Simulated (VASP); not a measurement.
# TePb (Fm-3m) in VASP: notebook, part 2 of 2

VASP 6.6.1. Earlier steps stand in the parts before.

## 5. Single point, r2SCAN (volume changed by +3%)

POSCAR reads:

```
TePb
1.0
    0.0000000000      3.3002126515      3.3002126515
    3.3002126515      0.0000000000      3.3002126515
    3.3002126515      3.3002126515      0.0000000000
Te Pb
1 1
Direct
    0.5000000000      0.5000000000      0.5000000000
    0.0000000000      0.0000000000      0.0000000000
```

INCAR.step1 reads:

```
PREC     = Accurate       # precision mode
ENCUT    = 520            # plane-wave cutoff, eV
ISMEAR   = 0              # smearing method
SIGMA    = 0.01           # smearing width, eV
LREAL    = False          # projectors in reciprocal space
LASPH    = True           # aspherical terms in the spheres
NELM     = 60             # most SCF steps
NBANDS   = 17             # bands
GGA      = PE             # functional
ALGO     = Normal         # electronic algorithm
EDIFF    = 1E-4           # SCF threshold, eV
LWAVE    = True           # write WAVECAR
LCHARG   = False          # write CHGCAR
```

INCAR.step2 reads:

```
PREC     = Accurate       # precision mode
ENCUT    = 520            # plane-wave cutoff, eV
EDIFF    = 1E-6           # SCF threshold, eV
ISMEAR   = 0              # smearing method
SIGMA    = 0.01           # smearing width, eV
LREAL    = False          # projectors in reciprocal space
LASPH    = True           # aspherical terms in the spheres
NELM     = 60             # most SCF steps
ALGO     = Normal         # electronic algorithm
ISIF     = 2              # what is computed and relaxed
LWAVE    = False          # write WAVECAR
LCHARG   = False          # write CHGCAR
METAGGA  = R2SCAN         # meta-GGA
LMIXTAU  = True         
NBANDS   = 17             # bands
ISTART   = 1
```

KPOINTS reads:

```
regular mesh
0
Gamma
  6 6 6
```

Started as:

```sh
$ cat potpaw_PBE.64/Te/POTCAR potpaw_PBE.64/Pb_d/POTCAR > POTCAR
$ cp INCAR.step1 INCAR
$ mpirun -np 1 vasp_std > vasp.out
$ cp INCAR.step2 INCAR
$ mpirun -np 1 vasp_std > vasp.out
```

Wall time 64 s (1 thread of Intel Xeon 6975P-C, shared host); peak memory 0.22 GiB.

It converged, with:

```yaml
Free_energy: -82.6988 eV
Pressure: -1.2 GPa
Band_gap_on_the_k_mesh: 1.15 eV, direct
```

Levels at points of the mesh, in eV from the valence-band top:
```csv
k point,band 7,band 8,band 9,band 10,band 11,band 12,band 13,band 14
"(0.00, 0.00, 0.00)",-5.79,-1.23,-1.23,-1.23,4.29,4.29,4.29,6.34
"(0.50, 0.00, 0.00)",-8.55,-0.80,-0.80,0.00,1.15,1.59,1.59,8.87
"(0.50, 0.50, 0.00)",-7.39,-4.17,-2.58,-2.58,3.87,5.60,5.60,6.80
```

Caveat: the PAW data sets were made with another functional, which shifts forces and pressure a little; spin-orbit coupling is left out, which moves the levels of the heavy elements. A k mesh can miss the band edges.

## 6. Single point, r2SCAN (volume changed by +6%)

POSCAR reads:

```
TePb
1.0
    0.0000000000      3.3319474123      3.3319474123
    3.3319474123      0.0000000000      3.3319474123
    3.3319474123      3.3319474123      0.0000000000
Te Pb
1 1
Direct
    0.5000000000      0.5000000000      0.5000000000
    0.0000000000      0.0000000000      0.0000000000
```

INCAR.step1 reads:

```
PREC = Accurate ; ENCUT = 520
ISMEAR = 0 ; SIGMA = 0.01
LREAL = F ; LASPH = T
NELM = 60 ; NBANDS = 17
GGA = PE ; ALGO = Normal
EDIFF = 1E-4 ; LWAVE = T
LCHARG = F
```

INCAR.step2 reads:

```
PREC = Accurate ; ENCUT = 520
EDIFF = 1E-7 ; ISMEAR = 0
SIGMA = 0.01 ; LREAL = F
LASPH = T ; NELM = 60
ALGO = Normal ; ISIF = 2
LWAVE = F ; LCHARG = T
METAGGA = R2SCAN ; LMIXTAU = T
LELF = T ; LVHAR = T
NBANDS = 17 ; ISTART = 1
```

KPOINTS reads:

```
Automatic mesh
0
Gamma
  6 6 6
```

Potentials or basis: VASP PAW PBE potentials, release 64 (Te, Pb_d).

Started as:

```sh
$ cat potpaw_PBE.64/Te/POTCAR potpaw_PBE.64/Pb_d/POTCAR > POTCAR
$ cp INCAR.step1 INCAR
$ mpirun -np 1 vasp_std > vasp.out
$ cp INCAR.step2 INCAR
$ mpirun -np 1 vasp_std > vasp.out
```

OUTCAR:

```text
PREC = Accurate
   ENCUT = 520
   EDIFF = 1E-7
   ISMEAR = 0
   LREAL = F
   LASPH = T
   NELM = 60
   ISIF = 2
   METAGGA = R2SCAN
   ISTART = 1

 ion  position               nearest neighbor table
   1  0.500  0.500  0.500-   2 3.33   2 3.33   2 3.33   2 3.33   2 3.33   2 3.33
   2  0.000  0.000  0.000-   1 3.33   1 3.33   1 3.33   1 3.33   1 3.33   1 3.33

  LATTYP: Found a face centered cubic cell.
 ALAT       =     6.6638948246

  Lattice vectors:

 A1 = (   0.0000000000,   3.3319474123,   3.3319474123)
 A2 = (   3.3319474123,   0.0000000000,   3.3319474123)
 A3 = (   3.3319474123,   3.3319474123,   0.0000000000)

Analysis of symmetry for initial positions (statically):
=====================================================================
 Subroutine PRICEL returns:
 Original cell was already a primitive cell.

 Routine SETGRP: Setting up the symmetry group for a
 face centered cubic supercell.

 Subroutine GETGRP returns: Found 48 space group operations
 (whereof 48 operations were pure point group operations)
[... 151 lines left out ...]
  free energy    TOTEN  =       -82.67717277 eV

  energy without entropy =      -82.67717277  energy(sigma->0) =      -82.67717277

 E-fermi :   4.3995     XC(G=0):  -9.3780

 val. band max:        4.3398027623   @ k =   0.5000   0.0000   0.0000
 cond. band min:       5.5370707140   @ k =   0.5000   0.0000   0.0000
 fundamental gap:      1.1972679517
 Fermi energy:         4.3995432909

 k-point     1 :       0.0000    0.0000    0.0000
  band No.  band energies     occupation
      1     -12.8940      2.00000
      2     -12.8940      2.00000
      3     -12.8894      2.00000
      4     -12.8894      2.00000
      5     -12.8894      2.00000
      6      -7.4020      2.00000
[... 297 lines left out ...]
      4     -12.8781      2.00000
      5     -12.8719      2.00000
      6      -5.8419      2.00000
[... 9 lines left out ...]
     16      15.2854      0.00000
     17      16.1381      0.00000

------------------------ aborting loop because EDIFF is reached ----------------------------------------

  FORCE on cell =-STRESS in cart. coord.  units (eV):
  Direction    XX          YY          ZZ          XY          YZ          ZX
  --------------------------------------------------------------------------------------
  -------------------------------------------------------------------------------------
  Total       -1.0067388     -1.0067388     -1.0067388      0.0000000      0.0000000     -0.0000000
  in kB      -21.8023326    -21.8023326    -21.8023326      0.0000000      0.0000000     -0.0000000
  external PRESSURE =     -21.8023326 kB  Pullay stress =       0.0000000 kB

 VOLUME and BASIS-vectors are now :
 -----------------------------------------------------------------------------
  energy-cutoff  :      520.00
  volume of cell :       73.98
      direct lattice vectors                 reciprocal lattice vectors
     0.000000000  3.331947412  3.331947412    -0.150062392  0.150062392  0.150062392
     3.331947412  0.000000000  3.331947412     0.150062392 -0.150062392  0.150062392
     3.331947412  3.331947412  0.000000000     0.150062392  0.150062392 -0.150062392

 POSITION                                       TOTAL-FORCE (eV/Angst)
 -----------------------------------------------------------------------------------
      3.33195      3.33195      3.33195        -0.000000      0.000000     -0.000000
      0.00000      0.00000      0.00000         0.000000     -0.000000      0.000000
 -----------------------------------------------------------------------------------
    total drift:                               -0.000000      0.000000      0.000000

  FREE ENERGIE OF THE ION-ELECTRON SYSTEM (eV)
  ---------------------------------------------------
  free  energy   TOTEN  =       -82.6771727694 eV

  energy  without entropy=      -82.6771727694  energy(sigma->0) =      -82.67717277
```

Run time: 65 s. Hardware: 1 thread of Intel Xeon 6975P-C, shared host; peak memory 0.22 GiB.

Results:

* Free energy: -82.6772 eV
* Pressure: -2.2 GPa
* Band gap on the k mesh: 1.20 eV, direct

Levels at points of the mesh, in eV from the valence-band top:
```csv
k point,band 7,band 8,band 9,band 10,band 11,band 12,band 13,band 14
"(0.00, 0.00, 0.00)",-5.86,-1.12,-1.12,-1.12,4.25,4.25,4.25,6.41
"(0.50, 0.00, 0.00)",-8.41,-0.70,-0.70,0.00,1.20,1.66,1.66,8.83
"(0.50, 0.50, 0.00)",-7.35,-3.95,-2.42,-2.42,3.99,5.50,5.50,6.63
```

Caveat: the PAW data sets were made with another functional, which shifts forces and pressure a little; spin-orbit coupling is left out, which moves the levels of the heavy elements.

## 7. Summary

| cell | gap on the mesh (eV) | pressure (GPa) |
| --- | --- | --- |
| a = 4.527 Å, angles 60.0°, 2 atoms | 0.95 | 3.0 |
| a = 4.575 Å, angles 60.0°, 2 atoms | 1.03 | 1.4 |
| a = 4.621 Å, angles 60.0°, 2 atoms | 1.09 | 0.0 |
| a = 4.667 Å, angles 60.0°, 2 atoms | 1.15 | -1.2 |
| a = 4.712 Å, angles 60.0°, 2 atoms | 1.20 | -2.2 |

Alike in all rows: task single point; level r2SCAN; potentials or basis VASP PAW PBE potentials, release 64 (Te, Pb_d); no spin polarisation; k mesh 6 × 6 × 6; cutoff (eV) 520; smearing gaussian 0.01 eV.

Caveats: the PAW data sets were made with another functional, which shifts forces and pressure a little; spin-orbit coupling is left out, which moves the levels of the heavy elements.

Total energies depend on the potentials used, so only differences within one code and one set of settings carry meaning.

## 8. Comparison with measurements

Step 4. Against the measured gap of TePb, 0.19 eV (direct; 4.2 K; a printed reference work, monograph), the calculated 1.09 eV is off by +0.90 eV. Spin-orbit coupling on Pb, Te is left out. The value is that of r2SCAN on a finite k mesh, which can miss the band edges, without temperature or zero-point motion.
